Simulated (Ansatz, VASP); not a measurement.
Two plane-wave programs on Cs

The input INCAR:

```
PREC     = Accurate       # precision mode
ENCUT    = 520            # plane-wave cutoff, eV
EDIFF    = 1E-7           # SCF threshold, eV
ISMEAR   = -1             # smearing method
SIGMA    = 0.05           # smearing width, eV
LREAL    = F              # projectors in reciprocal space
LASPH    = T              # aspherical terms in the spheres
NELM     = 100            # most SCF steps
ALGO     = Normal         # electronic algorithm
ISIF     = 2              # what is computed and relaxed
LWAVE    = F              # write WAVECAR
LCHARG   = F              # write CHGCAR
GGA      = PE             # functional
NBANDS   = 16             # bands
```

Contents of KPOINTS:

```
Automatic mesh
0
Gamma
  7 7 7
```

The input POSCAR:

```
Cs
1.0
   -2.5874533974      2.5874533974      9.7223453031
    2.5874533974     -2.5874533974      9.7223453031
    2.5874533974      2.5874533974     -9.7223453031
Cs
2
Direct
    0.5000000000      0.5000000000      0.0000000000
    0.2500000000      0.7500000000      0.5000000000
```

File input.yaml:

```yaml
crystal:
  lattice:
    - [-2.5874533974, 2.5874533974, 9.7223453031]
    - [2.5874533974, -2.5874533974, 9.7223453031]
    - [2.5874533974, 2.5874533974, -9.7223453031]
  atoms:
    - { symbol: Cs, position: [0.5, 0.5, 0.0] }
    - { symbol: Cs, position: [0.25, 0.75, 0.5] }
hamiltonian:
  xc: pbe
  pseudopotentials: { kind: paw }
kpoints:
  mp_grid: { grid: [7, 7, 7] }
scf:
  occupations: { method: fermi_dirac, width: 0.05 }
output:
  forces: true
  stress: true
  eigenvalues: true
```

Change from the starting cell: volume scaled by 1.04.

Alike in both runs: task single point; functional PBE; k mesh 7 × 7 × 7; occupations fermi-dirac, width 0.05 eV; no spin polarisation.

|  | VASP | Ansatz |
| --- | --- | --- |
| version | VASP 6.6.1 | Ansatz 0.2.0 |
| potentials or method | VASP PAW PBE potentials, release 64 (Cs_sv) | Ansatz PAW |
| plane-wave cutoff (eV) | 520 | 420 |
| valence electrons in the cell | 18 | 18 |

|  | VASP | Ansatz | Ansatz less VASP |
| --- | --- | --- | --- |
| gap on the k mesh at the Fermi level (eV) | none | none | - |
| pressure (GPa) | -0.1 | -0.1 | +0.01 |
| largest component of the traceless stress (GPa) | 0.08 | 0.08 | 0.000 |

A gap of «none» marks a metal or a gap that the smearing closes.

The runs have no spin-orbit coupling, so splittings on Cs are missing.
